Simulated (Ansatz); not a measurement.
Starting cell, ZnTe (zinc blende):

```
ZnTe
1.0
    0.00000     6.17910     6.17910
    3.08955     0.00000     3.08955
    3.08955     3.08955     0.00000
Te Zn
2 2
Direct
  0.37500   0.75000   0.75000
  0.87500   0.75000   0.75000
  0.00000   0.00000   0.00000
  0.50000   0.00000   0.00000
```

In this cell atom 1 (Te, nearest neighbour Zn at 2.676 Å; its periodic images, 4.4 Å or more away, move with it) is moved by u·(0.707, 0.707, 0.000) + v·(0.000, 0.000, 1.000); the rest is frozen.

The numbers are results of PBE (plane waves to 420 eV, PAW, scalar-relativistic; Ansatz, a program for electronic structure), not measurements. k mesh 4×8×8 (Γ-centred), Fermi-Dirac smearing 0.05 eV. The energy includes the smearing's −TS. Points where atoms come too close for the PAW data are left out (x in tables, blank in figures). Spin-orbit coupling is left out, though Te is heavy. ZnTe was relaxed with its symmetry unable to fall. ΔE is measured from the undisplaced structure. Axes are in Å.

Q: Give the computed ΔE (meV/cell) at all points of the grid u = -0.670, -0.335, 0.000, 0.335, 0.670 by v = -0.670, -0.335, 0.000, 0.335, 0.670.

A: ΔE (meV/cell), with u across and v down:

```csv
v \ u,-0.670,-0.335,0.000,0.335,0.670
-0.670,894,1066,1155,1066,894
-0.335,645,373,307,373,645
0.000,1356,295,0,295,1356
0.335,x,1000,303,1000,x
0.670,x,2500,1142,2500,x
```

(A displaced cell: forces are minus the slopes of the energy, force constants its curvatures, and phonons follow from these.)
